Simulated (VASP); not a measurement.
Input of a VASP 6.6.1 run:

File INCAR:

```
PREC = Accurate ; ENCUT = 520
EDIFF = 1E-7 ; ISMEAR = 0
SIGMA = 0.012 ; LREAL = False
LASPH = True ; NELM = 60
ALGO = Normal ; ISIF = 2
LWAVE = False ; LCHARG = True
GGA = PE ; LELF = True
LVHAR = True ; NBANDS = 11
```

KPOINTS

```
Automatic mesh
0
Gamma
  9 9 9
```

POSCAR

```
BeS
1.0
    0.0000000000      2.4250000000      2.4250000000
    2.4250000000      0.0000000000      2.4250000000
    2.4250000000      2.4250000000      0.0000000000
S Be
1 1
Direct
    0.7500000000      0.7500000000      0.7500000000
    0.0000000000      0.0000000000      0.0000000000
```

Potentials or basis: VASP PAW PBE potentials, release 64 (S, Be).

The run is started by

```sh
$ cat potpaw_PBE.64/S/POTCAR potpaw_PBE.64/Be/POTCAR > POTCAR
$ mpirun -np 1 vasp_std > vasp.out
```

(1) Estimate the pressure.

(2) Predict the band gap on the k mesh.

## Answers

(1) 1.6 GPa.

(2) 3.20 eV, indirect (least direct gap 5.67 eV).

Caveat: an odd mesh through Γ misses points on the zone boundary, where band edges often lie.
